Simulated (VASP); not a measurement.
# CdSe (P6_3mc) in VASP: settings compared

The runs below take CdSe through single point, with PBE, r2SCAN.

Everything below comes from runs of VASP 6.6.1. Logs are shortened: lines on timing, memory, paths and dates and some standing lists are left out, and cuts for length are marked.

**Measured values to compare with.**

A printed reference work, data compilation reports, for a bulk crystal of CdSe at 2 K: band gap 1.841 eV.

The results are compared with them further down.

### 1 The cell of the first run

It takes space group P6_3mc (No. 186, hexagonal). The conventional cell has a = 4.341 Å, b = 4.341 Å, c = 7.077 Å, α = 90.00°, β = 90.00°, γ = 120.00°. Within 3.5 Å of Cd (site symmetry 3m) lie 4 Se at 2.66 Å. Within 3.5 Å of Se (site symmetry 3m) lie 4 Cd at 2.66 Å.

### 2 Single point, PBE

The input, INCAR:

```
PREC = Accurate
ENCUT = 520
EDIFF = 1E-6
ISMEAR = 0
SIGMA = 0.01
LREAL = F
LASPH = T
NELM = 100
ALGO = Normal
ISIF = 2
LWAVE = F
LCHARG = T
GGA = PE
LELF = T
LVHAR = T
NBANDS = 26
```

The input, KPOINTS:

```
regular mesh
0
Gamma
  6 6 4
```

The input, POSCAR:

```
CdSe
1.0
    4.3407184386      0.0000000000      0.0000000000
   -2.1703592193      3.7591724385      0.0000000000
    0.0000000000      0.0000000000      7.0766648688
Cd Se
2 2
Direct
    0.3333333333      0.6666666667      0.0045236758
    0.6666666667      0.3333333333      0.5045236758
    0.3333333333      0.6666666667      0.3804763242
    0.6666666667      0.3333333333      0.8804763242
```

Potentials or basis: VASP PAW PBE potentials, release 64 (Cd, Se).

Command:

```sh
$ cat potpaw_PBE.64/Cd/POTCAR potpaw_PBE.64/Se/POTCAR > POTCAR
$ mpirun -np 1 vasp_std > vasp.out
```

OUTCAR:

```text
PREC = Accurate
   ENCUT = 520
   EDIFF = 1E-6
   ISMEAR = 0
   LREAL = F
   LASPH = T
   NELM = 100
   ISIF = 2
   GGA = PE

 ion  position               nearest neighbor table
   1  0.333  0.667  0.005-   4 2.66   4 2.66   4 2.66   3 2.66
   2  0.667  0.333  0.505-   3 2.66   3 2.66   3 2.66   4 2.66
   3  0.333  0.667  0.380-   2 2.66   2 2.66   2 2.66   1 2.66
   4  0.667  0.333  0.880-   1 2.66   1 2.66   1 2.66   2 2.66

  LATTYP: Found a hexagonal cell.
 ALAT       =     4.3407184386
 C/A-ratio  =     1.6302980645

  Lattice vectors:

 A1 = (   4.3407184386,   0.0000000000,   0.0000000000)
 A2 = (  -2.1703592193,   3.7591724385,   0.0000000000)
 A3 = (   0.0000000000,   0.0000000000,   7.0766648688)

Analysis of symmetry for initial positions (statically):
=====================================================================
 Subroutine PRICEL returns:
 Original cell was already a primitive cell.

 Routine SETGRP: Setting up the symmetry group for a
 hexagonal supercell.

 Subroutine GETGRP returns: Found 12 space group operations
 (whereof  6 operations were pure point group operations)
 out of a pool of 24 trial point group operations.

The static configuration has the point symmetry C_3v.
 The point group associated with its full space group is C_6v.

Analysis of symmetry for dynamics (positions and initial velocities):
=====================================================================
 Subroutine PRICEL returns:
 Original cell was already a primitive cell.

 Routine SETGRP: Setting up the symmetry group for a
 hexagonal supercell.

 Subroutine GETGRP returns: Found 12 space group operations
 (whereof  6 operations were pure point group operations)
 out of a pool of 24 trial point group operations.

The dynamic configuration has the point symmetry C_3v.
 The point group associated with its full space group is C_6v.

 Subroutine INISYM returns: Found 12 space group operations
 (whereof  6 operations are pure point group operations),
 and found     1 'primitive' translations

----------------------------------------------------------------------------------------

                                     Primitive cell

  volume of cell :     115.4735

  direct lattice vectors                    reciprocal lattice vectors
     4.340718439  0.000000000  0.000000000     0.230376610  0.133007998  0.000000000
    -2.170359219  3.759172438  0.000000000     0.000000000  0.266015996  0.000000000
     0.000000000  0.000000000  7.076664869     0.000000000  0.000000000  0.141309504

  length of vectors
     4.340718439  4.340718439  7.076664869     0.266015996  0.266015996  0.141309504

  position of ions in fractional coordinates (direct lattice)
     0.333333333  0.666666667  0.004523676
     0.666666667  0.333333333  0.504523676
     0.333333333  0.666666667  0.380476324
     0.666666667  0.333333333  0.880476324

  ion indices of the primitive-cell ions
   primitive index   ion index
                 1           1
                 2           2
                 3           3
                 4           4

----------------------------------------------------------------------------------------

 KPOINTS: regular mesh

Automatic generation of k-mesh.
 Grid dimensions read from file:
 generate k-points for:    6    6    4

 Generating k-lattice:

  Cartesian coordinates                     Fractional coordinates (reciprocal lattice)
     0.038396102  0.022168000  0.000000000     0.166666667 -0.000000000  0.000000000
     0.000000000  0.044335999  0.000000000     0.000000000  0.166666667  0.000000000
     0.000000000  0.000000000  0.035327376     0.000000000  0.000000000  0.250000000

  Length of vectors
     0.044335999  0.044335999  0.035327376

  Shift w.r.t. Gamma in fractional coordinates (k-lattice)
     0.000000000  0.000000000  0.000000000

 Subroutine IBZKPT returns following result:
 ===========================================

 Found     21 irreducible k-points:

 Following reciprocal coordinates:
            Coordinates               Weight
  0.000000  0.000000  0.000000      1.000000
  0.166667 -0.000000  0.000000      6.000000
  0.333333  0.000000  0.000000      6.000000
  0.500000 -0.000000  0.000000      3.000000
  0.166667  0.166667  0.000000      6.000000
  0.333333  0.166667  0.000000     12.000000
[... 13 lines left out ...]
  0.333333  0.166667  0.500000     12.000000
  0.333333  0.333333  0.500000      2.000000
   k-points           NKPTS =     21   k-points in BZ     NKDIM =     21   number of bands    NBANDS=     26
   number of dos      NEDOS =    301   number of ions     NIONS =      4
   total plane-waves  NPLWV =  55296
   dimension x,y,z NGX =    32 NGY =   32 NGZ =   54
   dimension x,y,z NGXF=    64 NGYF=   64 NGZF=  108
   ions per type =               2   2
   NGX,Y,Z   is equivalent  to a cutoff of  12.26, 12.26, 12.69 a.u.
   NGXF,Y,Z  is equivalent  to a cutoff of  24.51, 24.51, 25.37 a.u.
 SYSTEM =  unknown system
   PREC   = accura    normal or accurate (medium, high low for compatibility)
   ISTART =      0    job   : 0-new  1-cont  2-samecut
   ICHARG =      2    charge: 1-file 2-atom 10-const
   ISPIN  =      1    spin polarized calculation?
   LNONCOLLINEAR =      F non collinear calculations
   LSORBIT =      F    spin-orbit coupling
   LASPH  =      T    aspherical Exc in radial PAW
   ENCUT  =  520.0 eV  38.22 Ry    6.18 a.u.   8.07  8.07 13.16*2*pi/ulx,y,z
   NELM   =    100;   NELMIN=  2; NELMDL= -5     # of ELM steps
   EDIFF  = 0.1E-05   stopping-criterion for ELM
   LREAL  =      F    real-space projection
   EDIFFG = 0.1E-04   stopping-criterion for IOM
   NSW    =      0    number of steps for IOM
   IBRION =     -1    ionic relax: 0-MD 1-quasi-New 2-CG
   NFREE  =      0    steps in history (QN), initial steepest desc. (CG)
   ISIF   =      2    stress and relaxation
   ISYM   =      2    0-nonsym 1-usesym 2-fastsym
   POTIM  = 0.5000    time-step for ionic-motion
   TEBEG  =    0.0;   TEEND  =   0.0 temperature during run
   PSTRESS=    0.0 pullay stress
   NELECT =      36.0000    total number of electrons
   NUPDOWN=      -1.0000    fix difference up-down
   EMIN   =  10.00;   EMAX   =-10.00  energy-range for DOS
   EFERMI =   0.00;   METHOD = LEGACY
   ISMEAR =     0;   SIGMA  =   0.01  broadening in eV -4-tet -1-fermi 0-gaus
   EFERMI_NEDOS =   21; number of points for ismear=-14 and -15
   IALGO  =     38    algorithm
   IMIX   =      4    mixing-type and parameters
     AMIX     =   0.40;   BMIX     =  1.00
     AMIX_MAG =   1.60;   BMIX_MAG =  1.00
  volume/ion in A,a.u.               =      28.87       194.81
  Fermi-wavevector in a.u.,A,eV,Ry     =   1.110064  2.097718 16.765683  1.232243
  Thomas-Fermi vector in A             =   2.246612
   LORBIT       =      0    0 simple, 1 ext, 2 COOP (PROOUT), +10 PAW based schemes
   GGA     = PE    functional components
   LHFCALC =     F    Hartree Fock is set to
   AEXX    =    0.0000 exact exchange contribution
   IVDW    =     0    specifies the selected vdW correction
   LEPSILON=     F    determine dielectric tensor
   LRPA    =     F    only Hartree local field effects (RPA)
 non-spin polarized calculation
 Gauss-broadening in eV      SIGMA  =   0.01
  energy-cutoff  :      520.00
  volume of cell :      115.47
 maximum number of plane-waves:      3126
   NGX = 17   NGY = 17   NGZ = 27

 number of electron      35.9999987 magnetization

 Free energy of the ion-electron system (eV)
  ---------------------------------------------------
  ext. energy  EPLUGINS =         0.00000000
  ---------------------------------------------------
  free energy    TOTEN  =       -10.96905638 eV

  energy without entropy =      -10.96905638  energy(sigma->0) =      -10.96905638

 E-fermi :   0.8551     XC(G=0):  -8.7611

 val. band max:        0.7438924199   @ k =   0.0000   0.0000   0.0000
 cond. band min:       1.3530562463   @ k =   0.0000   0.0000   0.0000
 fundamental gap:      0.6091638264
 Fermi energy:         0.8550938578

 k-point     1 :       0.0000    0.0000    0.0000
  band No.  band energies     occupation
      1     -11.7127      2.00000
      2     -11.3574      2.00000
      3      -7.1010      2.00000
      4      -7.0951      2.00000
      5      -7.0951      2.00000
      6      -7.0320      2.00000
[... 18 lines left out ...]
     25       7.7346      0.00000
     26       8.3697      0.00000

 k-point     2 :       0.1667   -0.0000    0.0000
  band No.  band energies     occupation
      1     -11.6350      2.00000
      2     -11.3228      2.00000
      3      -7.0772      2.00000
      4      -7.0684      2.00000
      5      -7.0326      2.00000
      6      -6.9956      2.00000
[... 18 lines left out ...]
     25       7.9616      0.00000
     26       8.3429      0.00000

 k-point     3 :       0.3333    0.0000    0.0000
  band No.  band energies     occupation
      1     -11.4658      2.00000
      2     -11.2645      2.00000
      3      -7.0362      2.00000
      4      -7.0262      2.00000
      5      -6.9282      2.00000
      6      -6.9197      2.00000
[... 18 lines left out ...]
     25       8.5553      0.00000
     26       8.8771      0.00000

 k-point     4 :       0.5000   -0.0000    0.0000
  band No.  band energies     occupation
      1     -11.3643      2.00000
      2     -11.2510      2.00000
      3      -7.0222      2.00000
      4      -7.0124      2.00000
      5      -6.8849      2.00000
      6      -6.8697      2.00000
[... 18 lines left out ...]
     25       8.6291      0.00000
     26      10.3312      0.00000
[... 409 lines left out ...]
      1     -11.3892      2.00000
      2     -11.3892      2.00000
      3      -7.0037      2.00000
      4      -7.0037      2.00000
      5      -6.9837      2.00000
      6      -6.9837      2.00000
[... 18 lines left out ...]
     25       8.2173      0.00000
     26       8.2173      0.00000

 k-point    20 :       0.3333    0.1667    0.5000
  band No.  band energies     occupation
      1     -11.3020      2.00000
      2     -11.3020      2.00000
      3      -6.9793      2.00000
      4      -6.9793      2.00000
      5      -6.9510      2.00000
      6      -6.9510      2.00000
[... 18 lines left out ...]
     25       8.6676      0.00000
     26       8.6676      0.00000

 k-point    21 :       0.3333    0.3333    0.5000
  band No.  band energies     occupation
      1     -11.2735      2.00000
      2     -11.2735      2.00000
      3      -6.9593      2.00000
      4      -6.9593      2.00000
      5      -6.9497      2.00000
      6      -6.9497      2.00000
[... 18 lines left out ...]
     25       9.4529      0.00000
     26       9.4531      0.00000

------------------------ aborting loop because EDIFF is reached ----------------------------------------

  FORCE on cell =-STRESS in cart. coord.  units (eV):
  Direction    XX          YY          ZZ          XY          YZ          ZX
  --------------------------------------------------------------------------------------
  -------------------------------------------------------------------------------------
  Total        1.2407023      1.2407023      1.2704557      0.0000000      0.0000000      0.0000000
  in kB       17.2145502     17.2145502     17.6273736      0.0000000      0.0000000      0.0000000
  external PRESSURE =      17.3521580 kB  Pullay stress =       0.0000000 kB

 VOLUME and BASIS-vectors are now :
 -----------------------------------------------------------------------------
  energy-cutoff  :      520.00
  volume of cell :      115.47
      direct lattice vectors                 reciprocal lattice vectors
     4.340718439  0.000000000  0.000000000     0.230376610  0.133007998  0.000000000
    -2.170359219  3.759172438  0.000000000     0.000000000  0.266015996  0.000000000
     0.000000000  0.000000000  7.076664869     0.000000000  0.000000000  0.141309504

 POSITION                                       TOTAL-FORCE (eV/Angst)
 -----------------------------------------------------------------------------------
     -0.00000      2.50611      0.03201         0.000000      0.000000      0.002542
      2.17036      1.25306      3.57034         0.000000     -0.000000      0.002542
     -0.00000      2.50611      2.69250        -0.000000      0.000000     -0.002542
      2.17036      1.25306      6.23084         0.000000     -0.000000     -0.002542
 -----------------------------------------------------------------------------------
    total drift:                               -0.000000     -0.000000     -0.000167

  FREE ENERGIE OF THE ION-ELECTRON SYSTEM (eV)
  ---------------------------------------------------
  free  energy   TOTEN  =       -10.9690563778 eV

  energy  without entropy=      -10.9690563778  energy(sigma->0) =      -10.96905638
```

Wall time 35 s (1 thread of Intel Xeon Platinum 8488C (Sapphire Rapids), shared host); peak memory 0.24 GiB.

What came out:

```
Free energy            : -10.9691 eV
Pressure               : 1.7 GPa
Band gap on the k mesh : 0.61 eV
```

Forces in eV/Å, atoms in the order of the input:
```
Cd   0.000  0.000  0.003
Cd   0.000  0.000  0.003
Se   0.000  0.000 -0.003
Se   0.000  0.000 -0.003
```

### 3 Single point, PBE

The input, INCAR:

```
SYSTEM = CdSe
PREC = Accurate
ENCUT = 520
EDIFF = 1E-6
ISMEAR = 0
SIGMA = 0.01
LREAL = .FALSE.
LASPH = .TRUE.
NELM = 80
ALGO = Normal
ISIF = 2
LWAVE = .FALSE.
LCHARG = .TRUE.
GGA = PE
LELF = .TRUE.
LVHAR = .TRUE.
NBANDS = 26
```

The input, KPOINTS:

```
regular mesh
0
G
  6 6 4
  0 0 0
```

POSCAR is that of step 2.

Potentials or basis: VASP PAW PBE potentials, release 64 (Cd, Se).

Command:

```sh
$ cat potpaw_PBE.64/Cd/POTCAR potpaw_PBE.64/Se/POTCAR > POTCAR
$ mpirun -np 1 vasp_std > vasp.out
```

It took 36 s on 1 thread of Intel Xeon Platinum 8488C (Sapphire Rapids), shared host; peak memory 0.24 GiB.

The run converged. Its results:

* Free energy: -10.9691 eV
* Pressure: 1.7 GPa
* Band gap on the k mesh: 0.61 eV

Forces on the atoms (eV/Å):
```
Cd   0.000  0.000  0.003
Cd   0.000  0.000  0.003
Se   0.000  0.000 -0.003
Se   0.000  0.000 -0.003
```

Levels at points of the mesh, in eV from the valence-band top:
```
           k point  band 14  band 15  band 16  band 17  band 18  band 19  band 20  band 21  band 22  band 23
(0.00, 0.00, 0.00)    -0.73    -0.73    -0.04     0.00     0.00     0.61     2.17     5.85     5.85     6.14
(0.50, 0.00, 0.00)    -3.54    -2.55    -1.77    -1.27    -0.72     3.16     3.33     4.78     6.06     6.45
(0.00, 0.00, 0.50)    -2.60    -0.38    -0.38    -0.38    -0.38     2.32     2.32     5.82     5.82     6.25
(0.50, 0.00, 0.50)    -4.09    -1.30    -1.30    -1.29    -1.29     2.92     2.92     4.84     4.84     7.66
```

### 4 Single point, r2SCAN

POSCAR is that of step 3.

The input, INCAR.step1:

```
SYSTEM = CdSe
PREC     = Accurate       ! precision mode
ENCUT    = 520            ! plane-wave cutoff, eV
ISMEAR   = 0              ! smearing method
SIGMA    = 0.01           ! smearing width, eV
LREAL    = .False.        ! projectors in reciprocal space
LASPH    = .True.         ! aspherical terms in the spheres
NELM     = 80             ! most SCF steps
NBANDS   = 26             ! bands
GGA      = PE             ! functional
ALGO     = Normal         ! electronic algorithm
EDIFF    = 1E-4           ! SCF threshold, eV
LWAVE    = .True.         ! write WAVECAR
LCHARG   = .False.        ! write CHGCAR
```

The input, INCAR.step2:

```
SYSTEM = CdSe
PREC     = Accurate       ! precision mode
ENCUT    = 520            ! plane-wave cutoff, eV
EDIFF    = 1E-6           ! SCF threshold, eV
ISMEAR   = 0              ! smearing method
SIGMA    = 0.01           ! smearing width, eV
LREAL    = .False.        ! projectors in reciprocal space
LASPH    = .True.         ! aspherical terms in the spheres
NELM     = 80             ! most SCF steps
ALGO     = Normal         ! electronic algorithm
ISIF     = 2              ! what is computed and relaxed
LWAVE    = .False.        ! write WAVECAR
LCHARG   = .True.         ! write CHGCAR
METAGGA  = R2SCAN         ! meta-GGA
LMIXTAU  = .True.       
LELF     = .True.         ! ELF
LVHAR    = .True.       
NBANDS   = 26             ! bands
ISTART   = 1
```

The input, KPOINTS:

```
Automatic mesh
0
Gamma
  6 6 4
  0 0 0
```

Command:

```sh
$ cat potpaw_PBE.64/Cd/POTCAR potpaw_PBE.64/Se/POTCAR > POTCAR
$ cp INCAR.step1 INCAR
$ mpirun -np 1 vasp_std > vasp.out
$ cp INCAR.step2 INCAR
$ mpirun -np 1 vasp_std > vasp.out
```

Run time: 1.9 min. Hardware: 1 thread of Intel Xeon Platinum 8488C (Sapphire Rapids), shared host; peak memory 0.26 GiB.

Results (log left out):

| Quantity | Value |
| --- | --- |
| Free energy | -71.8298 eV |
| Pressure | 0.2 GPa |
| Band gap on the k mesh | 1.09 eV |

Levels at points of the mesh, in eV from the valence-band top:
```csv
k point,band 15,band 16,band 17,band 18,band 19,band 20,band 21,band 22
"(0.00, 0.00, 0.00)",-0.74,-0.04,0.00,0.00,1.09,2.64,6.38,6.38
"(0.50, 0.00, 0.00)",-2.58,-1.80,-1.28,-0.73,3.63,3.71,5.09,6.55
"(0.00, 0.00, 0.50)",-0.38,-0.38,-0.38,-0.38,2.78,2.78,6.27,6.27
"(0.50, 0.00, 0.50)",-1.31,-1.31,-1.31,-1.31,3.33,3.33,5.27,5.27
```

Caveat: the PAW data sets were made with another functional, which shifts forces and pressure a little.

### 5 Against experiment

Step 4. Against the measured gap of CdSe, 1.841 eV (2 K; a printed reference work, data compilation), the calculated 1.09 eV is off by -0.75 eV. Spin-orbit coupling on Cd, Se is left out. The value is that of r2SCAN, without temperature or zero-point motion.
